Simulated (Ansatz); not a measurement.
Crystal: CuO (Tenorite).

```
Cu O
1.0
     2.34185   -1.71130    0.00000
     2.34185    1.71130    0.00000
    -0.85003    0.00000    5.05787
Cu O
2 2
Direct
  0.50000 0.00000 0.50000
  0.00000 0.50000 0.00000
  0.41840 0.58160 0.75000
  0.58160 0.41840 0.25000
```

Base run:

| Quantity | Value |
| --- | --- |
| Program | Ansatz 0.2.0 |
| Functional | PBEsol |
| Potentials or basis | Ansatz PAW |
| Cutoff | 420 eV |
| Density cutoff | 1680 eV |
| k mesh | 10 × 10 × 5 |
| Occupations | fermi-dirac, width 0.05 eV |
| Spin | no spin polarisation |

Its results: band gap on the k mesh none (metal or under the smearing width); pressure -2.7 GPa; largest force 0.362 eV/Å.

The run is repeated on the same cell with these changes: functional from PBEsol to LDA. What comes out?

Band gap on the k mesh none (metal or under the smearing width); pressure -9.6 GPa; largest force 0.473 eV/Å.

LDA binds more tightly than PBEsol, so the same cell stands under less pressure.

Caveats: the run has no spin polarisation, though such a crystal can be magnetic; semilocal functionals often make such compounds metallic where correlation or magnetic order opens a gap, which also shifts bond lengths; the PAW data sets come from PBE, with cores solved anew for the run's functional, which leaves a small shift of forces and pressure.

Not every run made on this cell is shown here.
